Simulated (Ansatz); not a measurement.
# MoS2 (P6_3/mmc) in Ansatz: notebook

One crystal, MoS2, is run at these levels: RPBE, revPBE, BLYP; tasks: band structure.

All numbers are computed with Ansatz 0.2.0; they aren't measurements. Logs are shortened: lines on timing, memory, paths and dates and some standing lists are left out, and cuts for length are marked.

**Measured values to compare with.**

From “Multiwavelength excitation Raman Scattering Analysis of bulk and 2 dimensional MoS2: Vibrational properties of atomically thin MoS2 layers”, 2015, arxiv:1506.03228, for a bulk crystal of MoS2 at 300 K: band gap 1.3 eV (indirect).

How close the calculation comes is told below.

### Step 1. The crystal as given

The structure is hexagonal, space group P6_3/mmc (No. 194). The conventional cell has a = 3.169 Å, b = 3.169 Å, c = 12.324 Å, α = 90.00°, β = 90.00°, γ = 120.00°. Around Mo (site symmetry -6m2) lie 6 S at 2.41 Å. S (site symmetry 3m) is surrounded by 3 Mo at 2.41 Å.

### Step 2. Band structure, RPBE

File input.yaml:

```yaml
crystal:
  lattice:
    - [3.169, 0.0, 0.0]
    - [-1.5845, 2.7444345046, 0.0]
    - [0.0, 0.0, 12.324]
  atoms:
    - { symbol: Mo, position: [0.6666666667, 0.3333333333, 0.75] }
    - { symbol: Mo, position: [0.3333333333, 0.6666666667, 0.25] }
    - { symbol: S, position: [0.6666666667, 0.3333333333, 0.377] }
    - { symbol: S, position: [0.3333333333, 0.6666666667, 0.877] }
    - { symbol: S, position: [0.6666666667, 0.3333333333, 0.123] }
    - { symbol: S, position: [0.3333333333, 0.6666666667, 0.623] }
hamiltonian:
  xc: rpbe
  pseudopotentials: { kind: paw }
kpoints:
  mp_grid: { grid: [10, 10, 3] }
  band_path:
    path:
      - [[0.0, 0.0, 0.0], [0.5, 0.0, 0.0], [0.3333333333, 0.3333333333, 0.0], [0.0, 0.0, 0.0], [0.0, 0.0, 0.5], [0.5, 0.0, 0.5], [0.3333333333, 0.3333333333, 0.5], [0.0, 0.0, 0.5]]
      - [[0.5, 0.0, 0.5], [0.5, 0.0, 0.0]]
      - [[0.3333333333, 0.3333333333, 0.0], [0.3333333333, 0.3333333333, 0.5]]
    npoints: 14
scf:
  occupations: { method: fermi_dirac, width: 0.05 }
  n_extra_bands: 15
output:
  forces: true
  stress: true
  eigenvalues: true
  fatbands: false
```

Potentials or basis: Ansatz PAW.

Started as:

```
$ ansatz run input.yaml --threads 2 --pin off --max-ram 5632MiB --backend cpu --events-out ev --progress --plain --runs-dir out
```

The log of the run:

```text
Warning: RAYON_NUM_THREADS=2 ignored (pool sized by the plan → 2); use --threads N
scf.n_extra_bands = 15 over 26 filled bands (N_el = 52.0): the run solves 41 bands
Engine: ansatz 0.2.0, x86_64-unknown-linux-gnu
Pseudopotentials: kind: paw
Pseudopotential: Mo, paw, valence charge 14, recommended cutoff 420 eV (normal), Mo.paw.azcp
Pseudopotential: S, paw, valence charge 6, recommended cutoff 420 eV (normal), S.paw.azcp
Functional definition: RPBE
  parameter kappa = 0.804
  parameter beta = 0.06672455060314922
  exchange = rpbe_x(kappa = kappa, mu = beta*pi^2/3)
  correlation = pbe_c(beta = beta)
Crystal: 6 atoms, lattice volume = 107.183 Å³
Basis set: ecut = 420 eV, 2081 PW (Γ), exchange–correlation on 48×48×180 points (8 copies of the dense FFT grid, shifted against one another)
Bands: 41, of which v1, the nominal top of the filled ones, is band 26 counted from 1 (25 counted from 0)
Symmetry: 24 space group operations
Space group: P63/mmc (ITA 194), of the structure as read, at distance tolerance 4.8e-5 Å
k-points: 28 of 300
Non-local potential: Mo, projectors of the file, l = 0: 3, l = 1: 2, l = 2: 2, l = 3: 1
Non-local potential: S, projectors of the file, l = 0: 2, l = 1: 2, l = 2: 2
PAW form: soft (Blöchl's): semilocal exchange-correlation on the pseudo side does not see the compensation charge
PAW frozen core: Mo, regenerated for the run's functional, and the local potential with it (the file was generated under x = pbe(κ = 0.804, μ = 0.2195149727645171), c = pbe(β = 0.06672455060314922))
PAW frozen core: S, regenerated for the run's functional, and the local potential with it (the file was generated under x = pbe(κ = 0.804, μ = 0.2195149727645171), c = pbe(β = 0.06672455060314922))
PAW one-centre angular grid: Mo, 590 points (default); XC on 64 Gauss nodes
PAW one-centre angular grid: S, 110 points (default); XC on 64 Gauss nodes
Initial density: superposition of atomic densities (neutral atoms: chi_scale 0, normalization atom), corrected by the library's trained network
Initial wavefunctions: pseudopotential atomic-orbital guess
Functional: x = rpbe, c = pbe(β = 0.06672455060314922)
SCF iter   1: F=—  HF=-13553.118779 eV  |F-HF|=—  |Δ(HF+E_count)|=         —  Δρ=5.92e-3  dr2=9.64e-3  ethr=1.77e-3  ⟨swp⟩=6.5  Hψ=5325  notcnv=0  defer=25
preconditioner: auto → Resta (q_TF=auto, 2.418 Å⁻¹)  ε∞=5.0  [insulator: Δε(μ)=0.973 eV  Ē_g=10.803 eV  σ=0.050 eV  W_gap=1.00  n_scr=26 (ndim 8)  ℏωp=21.5 eV  f_vac=0.016  D(μ)=0.00/eV (n_scr^D=0)  ε∞_Penn≈5.0]
SCF iter   2: F=—  HF=-13553.130540 eV  |F-HF|=—  |Δ(HF+E_count)|=   1.18e-2  Δρ=3.37e-3  dr2=3.24e-3  ethr=1.85e-5  ⟨swp⟩=2.0  Hψ=1869  notcnv=0  defer=163
SCF iter   3: F=—  HF=-13553.137492 eV  |F-HF|=—  |Δ(HF+E_count)|=   6.95e-3  Δρ=5.17e-4  dr2=3.72e-4  ethr=6.23e-6  ⟨swp⟩=2.0  Hψ=1525  notcnv=0  defer=163
SCF iter   4: F=—  HF=-13553.137603 eV  |F-HF|=—  |Δ(HF+E_count)|=   1.11e-4  Δρ=2.57e-4  dr2=1.29e-4  ethr=7.16e-7  ⟨swp⟩=2.0  Hψ=1344  notcnv=0  defer=163
SCF iter   5: F=—  HF=-13553.137631 eV  |F-HF|=—  |Δ(HF+E_count)|=   2.81e-5  Δρ=9.36e-5  dr2=1.44e-5  ethr=2.48e-7  ⟨swp⟩=2.2  Hψ=1267  notcnv=0  defer=163
SCF iter   6: F=—  HF=-13553.137813 eV  |F-HF|=—  |Δ(HF+E_count)|=   1.81e-4  Δρ=3.54e-5  dr2=5.00e-6  ethr=2.76e-8  ⟨swp⟩=2.0  Hψ=1451  notcnv=0  defer=163
SCF iter   7: F=—  HF=-13553.137816 eV  |F-HF|=—  |Δ(HF+E_count)|=   3.51e-6  Δρ=1.27e-5  dr2=7.21e-7  ethr=9.62e-9  ⟨swp⟩=2.0  Hψ=1403  notcnv=0  defer=163
SCF iter   8: F=-13553.137816 eV  HF=-13553.137816 eV  |F-HF|=6.98e-10  |Δ(HF+E_count)|=   7.88e-8  Δρ=1.40e-6  dr2=4.27e-9  ethr=1.92e-10  ⟨swp⟩=9.4  Hψ=5622  notcnv=0
SCF 1 converged in 8 iterations: F = -13553.137816 eV  dr2 = 4.27e-9
NSCF: frozen V_eff on 129 k-points
SCF converged after 8 iterations
Free energy (F): -13553.137816 eV
Harris-Foulkes:  -13553.137816 eV  (|F-HF|=6.98e-10)
Internal energy: -13553.137815 eV  (E = F + TS)
E sigma→0 (E₀):  -13553.137815 eV
Entropy (-TS):   -0.000002 eV (-0.000 meV/atom)
Fermi energy:    11.411475 eV
--- Per-component energies (eV) ---
  E_band       = -308.033140
  E_kinetic    = 1311.902078
  E_local      = -3919.984018  (includes V_loc(G=0)·N_el)
  E_nonlocal   = 394.715782
  E_hartree    = 1509.471803
  E_xc         = -758.278361
  E_vxc        = -809.897469  (∫ρ·V_xc dr)
  E_paw        = -8829.420306  (= ΣΔE_a)
  E_vpaw       = -303.709930  (= ΣTr[D̂ρ^β])
  E_aug_tail   = 0.000092  (compensation charges beyond the density's cutoff)
  E_ewald      = -3261.216446
  E_core_change = -0.328438  (= ΣΔE_core)
  E_smearing   = -0.000002  (= −TS)
  E_closure    = 0.000000  (closes the sum)
  Σ components = -13553.137816   (vs F -13553.137816, Δ=0.00e0)
--- Forces (eV/Å), atoms counted from 1 ---
  atom   1  Mo     0.00000000     0.00000000     0.00000000
  atom   2  Mo    -0.00000000    -0.00000000     0.00000000
  atom   3  S     -0.00000000    -0.00000000    -0.00065825
  atom   4  S     -0.00000000     0.00000000    -0.00065825
  atom   5  S      0.00000000    -0.00000000     0.00065825
  atom   6  S     -0.00000000     0.00000000     0.00065825
  max |Σ_I F_I| component: 1.50e-17 eV/Å
--- Stress (GPa, compression-positive) ---
        4.508542       0.000000      -0.000000
        0.000000       4.508542      -0.000000
        0.000000      -0.000000       5.030228
  P = ⅓ Tr σ = 4.6824 GPa (46.824 kbar)
--- Band table (eV; the first three rows and the last of 28) ---
  k-point 0: bands = ["-50.5443", "-50.5443", "-24.6877", "-24.6876", "-24.4699", "-24.4699", "-24.4698", "-24.4698", "-3.9707", "-3.7055", "-2.7594", "-2.3253", "4.1507", "5.1605", "7.5439", "7.7153", "7.7153", "7.7286", "7.7286", "8.8074", "8.8074", "8.8537", "8.8537", "9.7860", "9.8637", "10.9777", "13.0833", "13.0833", "13.1120", "13.1120", "13.2465", "13.2465", "13.4168", "13.4168", "16.5916", "16.7016", "19.1149", "19.6352", "19.6960", "20.8776", "20.8776"]
  k-point 1: bands = ["-50.5443", "-50.5443", "-24.6877", "-24.6876", "-24.4699", "-24.4699", "-24.4698", "-24.4698", "-3.9175", "-3.7887", "-2.6358", "-2.4228", "4.3534", "4.8386", "7.7185", "7.7185", "7.7252", "7.7252", "8.0099", "8.8190", "8.8190", "8.8421", "8.8421", "8.9260", "10.4923", "10.8638", "13.0850", "13.0850", "13.0967", "13.0967", "13.2970", "13.2970", "13.3794", "13.3794", "16.6238", "16.6784", "19.2348", "19.4931", "19.9936", "20.7797", "20.9670"]
  k-point 2: bands = ["-50.5405", "-50.5405", "-24.6802", "-24.6801", "-24.5078", "-24.5078", "-24.4785", "-24.4785", "-3.8207", "-3.5579", "-2.6882", "-2.2724", "4.3210", "5.3253", "7.2481", "7.3853", "7.4116", "7.8657", "7.8869", "8.2893", "8.5721", "8.6250", "8.9563", "9.8686", "9.9381", "10.6863", "12.9361", "12.9645", "13.0090", "13.0701", "13.1337", "13.2681", "13.3114", "13.3867", "17.2681", "17.3690", "19.6164", "19.6933", "20.2373", "20.6706", "20.9746"]
  k-point 27: bands = ["-50.5005", "-50.5005", "-24.7771", "-24.7771", "-24.6918", "-24.6918", "-24.6007", "-24.6006", "-1.7226", "-1.7006", "-1.6333", "-1.6117", "4.9055", "4.9790", "5.3875", "5.4638", "6.4019", "6.4701", "6.6341", "6.7390", "7.3319", "7.5060", "8.1524", "8.3463", "10.1508", "10.2246", "12.1566", "12.1918", "13.1340", "13.5300", "13.7526", "13.7896", "15.0506", "15.2294", "17.3881", "17.8159", "18.4000", "18.6503", "19.8625", "19.9896", "21.4968"]
```

It took 22 s on 2 threads of Intel Xeon at 2.50GHz (Skylake/Cascade Lake), shared host; peak memory 0.54 GiB.

Results:

```yaml
Free_energy: -13553.1378 eV
Pressure: 4.7 GPa
Band_gap_on_the_k_mesh: 0.97 eV, indirect (least direct gap 1.87 eV)
Band_gap_along_the_path: 0.93 eV, indirect (least direct gap 1.66 eV)
```

Levels at the corners of the path, in eV from the valence-band top:
| point | band 23 | band 24 | band 25 | band 26 | band 27 | band 28 | band 29 | band 30 |
| --- | --- | --- | --- | --- | --- | --- | --- | --- |
| Γ | -2.12 | -1.19 | -1.11 | 0.00 | 2.11 | 2.11 | 2.13 | 2.13 |
| M | -1.73 | -1.53 | -1.38 | -1.26 | 1.61 | 1.65 | 2.02 | 2.27 |
| K | -2.70 | -2.70 | -0.75 | -0.59 | 1.06 | 1.06 | 1.91 | 2.85 |
| Γ | -2.12 | -1.19 | -1.11 | 0.00 | 2.11 | 2.11 | 2.13 | 2.13 |
| A | -2.15 | -2.15 | -0.26 | -0.26 | 2.11 | 2.11 | 2.11 | 2.11 |
| L | -1.63 | -1.63 | -1.32 | -1.32 | 1.63 | 1.63 | 2.16 | 2.16 |
| H | -2.88 | -2.88 | -0.68 | -0.68 | 1.06 | 1.06 | 2.35 | 2.35 |
| A | -2.15 | -2.15 | -0.26 | -0.26 | 2.11 | 2.11 | 2.11 | 2.11 |
| L | -1.63 | -1.63 | -1.32 | -1.32 | 1.63 | 1.63 | 2.16 | 2.16 |
| M | -1.73 | -1.53 | -1.38 | -1.26 | 1.61 | 1.65 | 2.02 | 2.27 |
| K | -2.70 | -2.70 | -0.75 | -0.59 | 1.06 | 1.06 | 1.91 | 2.85 |
| H | -2.88 | -2.88 | -0.68 | -0.68 | 1.06 | 1.06 | 2.35 | 2.35 |

Caveat: this functional lacks dispersion, which binds the layers, so the pressure and a relaxed spacing across them are unreliable; the PAW data sets come from PBE, with cores solved anew for the run's functional, which leaves a small shift of forces and pressure.

### Step 3. Band structure, revPBE

input.yaml: that of step 2 with these lines changed.

```diff
@@ -13,3 +13,3 @@
 hamiltonian:
-  xc: rpbe
+  xc: revpbe
   pseudopotentials: { kind: paw }
@@ -30,2 +30,2 @@
   eigenvalues: true
-  fatbands: false
+  fatbands: true
```

Potentials or basis: Ansatz PAW.

Started as:

```
$ ansatz run input.yaml --threads 2 --pin off --max-ram 5632MiB --backend cpu --events-out ev --progress --plain --runs-dir out
```

The log of the run:

```text
Warning: RAYON_NUM_THREADS=2 ignored (pool sized by the plan → 2); use --threads N
scf.n_extra_bands = 15 over 26 filled bands (N_el = 52.0): the run solves 41 bands
Engine: ansatz 0.2.0, x86_64-unknown-linux-gnu
[... 73 lines left out ...]
  k-point 0: bands = ["-50.5639", "-50.5639", "-24.7082", "-24.7081", "-24.4893", "-24.4893", "-24.4892", "-24.4892", "-3.9936", "-3.7273", "-2.7819", "-2.3457", "4.1210", "5.1369", "7.5092", "7.6914", "7.6914", "7.7047", "7.7047", "8.7845", "8.7845", "8.8309", "8.8309", "9.7665", "9.8339", "10.9564", "13.0599", "13.0599", "13.0884", "13.0884", "13.2239", "13.2239", "13.3946", "13.3946", "16.5489", "16.6633", "19.0730", "19.5967", "19.6408", "20.8473", "20.8473"]
  k-point 1: bands = ["-50.5639", "-50.5639", "-24.7082", "-24.7081", "-24.4893", "-24.4893", "-24.4892", "-24.4892", "-3.9402", "-3.8109", "-2.6577", "-2.4436", "4.3246", "4.8125", "7.6946", "7.6946", "7.7013", "7.7013", "7.9781", "8.7961", "8.7961", "8.8193", "8.8193", "8.8982", "10.4697", "10.8423", "13.0616", "13.0616", "13.0732", "13.0732", "13.2744", "13.2744", "13.3571", "13.3571", "16.5824", "16.6392", "19.1937", "19.4536", "19.9358", "20.7134", "20.9375"]
  k-point 2: bands = ["-50.5601", "-50.5601", "-24.7007", "-24.7006", "-24.5272", "-24.5272", "-24.4979", "-24.4979", "-3.8434", "-3.5795", "-2.7105", "-2.2927", "4.2916", "5.3018", "7.2156", "7.3611", "7.3874", "7.8420", "7.8631", "8.2661", "8.5491", "8.6021", "8.9324", "9.8399", "9.9193", "10.6644", "12.9099", "12.9387", "12.9833", "13.0470", "13.1100", "13.2458", "13.2880", "13.3634", "17.2267", "17.3317", "19.5715", "19.6529", "20.2027", "20.6301", "20.9406"]
  k-point 27: bands = ["-50.5200", "-50.5200", "-24.7967", "-24.7967", "-24.7114", "-24.7114", "-24.6211", "-24.6211", "-1.7426", "-1.7205", "-1.6532", "-1.6317", "4.8793", "4.9533", "5.3609", "5.4376", "6.3778", "6.4446", "6.6112", "6.7146", "7.3096", "7.4831", "8.1320", "8.3262", "10.1242", "10.1988", "12.1311", "12.1665", "13.0989", "13.4997", "13.7258", "13.7638", "15.0205", "15.2008", "17.3455", "17.7776", "18.3596", "18.6141", "19.8141", "19.9419", "21.4540"]
```

It took 29 s on 2 threads of Intel Xeon at 2.50GHz (Skylake/Cascade Lake), shared host; peak memory 0.55 GiB.

What came out:

```
Free energy             : -13545.2513 eV
Pressure                : 3.9 GPa
Largest force           : 0.021 eV/Å
Band gap on the k mesh  : 0.96 eV, indirect (least direct gap 1.87 eV)
Band gap along the path : 0.92 eV, indirect (least direct gap 1.65 eV)
```

Forces in eV/Å, atoms in the order of the input:
```
Mo   0.000  0.000  0.000
Mo   0.000  0.000  0.000
S    0.000  0.000 -0.021
S    0.000  0.000 -0.021
S    0.000  0.000  0.021
S    0.000  0.000  0.021
```

Levels at the corners of the path, in eV from the valence-band top:
```
point  band 22  band 23  band 24  band 25  band 26  band 27  band 28  band 29  band 30  band 31
    Γ    -2.13    -2.13    -1.19    -1.12     0.00     2.10     2.10     2.13     2.13     2.27
    M    -2.47    -1.73    -1.53    -1.39    -1.27     1.61     1.65     2.02     2.27     2.88
    K    -3.78    -2.70    -2.70    -0.75    -0.60     1.06     1.06     1.89     2.85     2.85
    Γ    -2.13    -2.13    -1.19    -1.12     0.00     2.10     2.10     2.13     2.13     2.27
    A    -2.15    -2.15    -2.15    -0.26    -0.26     2.11     2.11     2.11     2.11     2.36
    L    -2.61    -1.63    -1.63    -1.32    -1.32     1.63     1.63     2.15     2.15     3.24
    H    -3.43    -2.87    -2.87    -0.68    -0.68     1.06     1.06     2.34     2.34     2.89
    A    -2.15    -2.15    -2.15    -0.26    -0.26     2.11     2.11     2.11     2.11     2.36
    L    -2.61    -1.63    -1.63    -1.32    -1.32     1.63     1.63     2.15     2.15     3.24
    M    -2.47    -1.73    -1.53    -1.39    -1.27     1.61     1.65     2.02     2.27     2.88
    K    -3.78    -2.70    -2.70    -0.75    -0.60     1.06     1.06     1.89     2.85     2.85
    H    -3.43    -2.87    -2.87    -0.68    -0.68     1.06     1.06     2.34     2.34     2.89
```

Caveat: this functional lacks dispersion, which binds the layers, so the pressure and a relaxed spacing across them are unreliable; the PAW data sets come from PBE, with cores solved anew for the run's functional, which leaves a small shift of forces and pressure.

### Step 4. Band structure, BLYP

input.yaml: that of step 3 with these lines changed.

```diff
@@ -13,3 +13,3 @@
 hamiltonian:
-  xc: revpbe
+  xc: blyp
   pseudopotentials: { kind: paw }
@@ -30,2 +30,2 @@
   eigenvalues: true
-  fatbands: true
+  fatbands: false
```

Started as:

```
$ ansatz run input.yaml --threads 2 --pin off --max-ram 5632MiB --backend cpu --events-out ev --progress --plain --runs-dir out
```

Run time: 22 s. Hardware: 2 threads of Intel Xeon at 2.50GHz (Skylake/Cascade Lake), shared host; peak memory 0.54 GiB.

The run converged. Its results:

```yaml
Free_energy: -13569.3290 eV
Pressure: 9.4 GPa
Largest_force: 0.329 eV/Å
Band_gap_on_the_k_mesh: 0.94 eV, indirect (least direct gap 1.86 eV)
Band_gap_along_the_path: 0.90 eV, indirect (least direct gap 1.65 eV)
```

Forces in eV/Å, atoms in the order of the input:
```
Mo   0.000  0.000  0.000
Mo   0.000  0.000  0.000
S    0.000  0.000  0.329
S    0.000  0.000  0.329
S    0.000  0.000 -0.329
S    0.000  0.000 -0.329
```

Stress tensor (GPa, compression positive):
```
10.04  0.00  0.00
 0.00 10.04  0.00
 0.00  0.00  8.19
```

Levels at the corners of the path, in eV from the valence-band top:
```csv
point,band 22,band 23,band 24,band 25,band 26,band 27,band 28,band 29,band 30,band 31
Γ,-2.13,-2.13,-1.18,-1.12,0.00,2.10,2.10,2.13,2.13,2.23
M,-2.46,-1.72,-1.52,-1.30,-1.20,1.56,1.60,1.97,2.22,2.87
K,-3.72,-2.68,-2.68,-0.76,-0.61,1.04,1.04,1.88,2.79,2.79
Γ,-2.13,-2.13,-1.18,-1.12,0.00,2.10,2.10,2.13,2.13,2.23
A,-2.15,-2.15,-2.15,-0.26,-0.26,2.10,2.10,2.10,2.10,2.32
L,-2.60,-1.62,-1.62,-1.25,-1.25,1.58,1.58,2.10,2.10,3.24
H,-3.35,-2.86,-2.86,-0.70,-0.70,1.04,1.04,2.33,2.33,2.82
A,-2.15,-2.15,-2.15,-0.26,-0.26,2.10,2.10,2.10,2.10,2.32
L,-2.60,-1.62,-1.62,-1.25,-1.25,1.58,1.58,2.10,2.10,3.24
M,-2.46,-1.72,-1.52,-1.30,-1.20,1.56,1.60,1.97,2.22,2.87
K,-3.72,-2.68,-2.68,-0.76,-0.61,1.04,1.04,1.88,2.79,2.79
H,-3.35,-2.86,-2.86,-0.70,-0.70,1.04,1.04,2.33,2.33,2.82
```

Caveat: this functional lacks dispersion, which binds the layers, so the pressure and a relaxed spacing across them are unreliable; the PAW data sets come from PBE, with cores solved anew for the run's functional, which leaves a small shift of forces and pressure.

### Step 5. Overview

| level | gap on the mesh (eV) | pressure (GPa) | largest force (eV/Å) |
| --- | --- | --- | --- |
| RPBE | 0.97 | 4.7 | - |
| revPBE | 0.96 | 3.9 | 0.02 |
| BLYP | 0.94 | 9.4 | 0.33 |

Alike in all rows: task band structure; potentials or basis Ansatz PAW; no spin polarisation; cell as given; k mesh 10 × 10 × 3; cutoff (eV) 420; smearing fermi-dirac 0.05 eV.

On the cell as given the gap runs from 0.90 eV (BLYP) to 0.93 eV (RPBE). The pressure there spans 3.9 GPa (revPBE) to 9.4 GPa (BLYP); a positive pressure means that this level wants a larger cell, a negative one a smaller.

Caveats: this functional lacks dispersion, which binds the layers, so the pressure and a relaxed spacing across them are unreliable; the PAW data sets come from PBE, with cores solved anew for the run's functional, which leaves a small shift of forces and pressure.

Absolute energies hang on the potentials; compare differences alone.

### Step 6. How close it comes

Step 2. Against the measured gap of MoS2, 1.3 eV (indirect; 300 K; “Multiwavelength excitation Raman Scattering Analysis of bulk and 2 dimensional MoS2: Vibrational properties of atomically thin MoS2 layers”, 2015, arxiv:1506.03228), the calculated 0.93 eV is off by -0.37 eV. Spin-orbit coupling on Mo is left out. The value is that of RPBE, without temperature or zero-point motion. Semilocal functionals fall short of measured gaps as a rule.

Step 3. Measured gap of MoS2: 1.3 eV (indirect; 300 K; “Multiwavelength excitation Raman Scattering Analysis of bulk and 2 dimensional MoS2: Vibrational properties of atomically thin MoS2 layers”, 2015, arxiv:1506.03228). This calculation gives 0.92 eV (-0.38 eV). Spin-orbit coupling on Mo is left out. The value is that of revPBE, without temperature or zero-point motion. Semilocal functionals fall short of measured gaps as a rule.

Step 4. Against the measured gap of MoS2, 1.3 eV (indirect; 300 K; “Multiwavelength excitation Raman Scattering Analysis of bulk and 2 dimensional MoS2: Vibrational properties of atomically thin MoS2 layers”, 2015, arxiv:1506.03228), the calculated 0.90 eV is off by -0.40 eV. Spin-orbit coupling on Mo is left out. The value is that of BLYP, without temperature or zero-point motion. Semilocal functionals fall short of measured gaps as a rule.
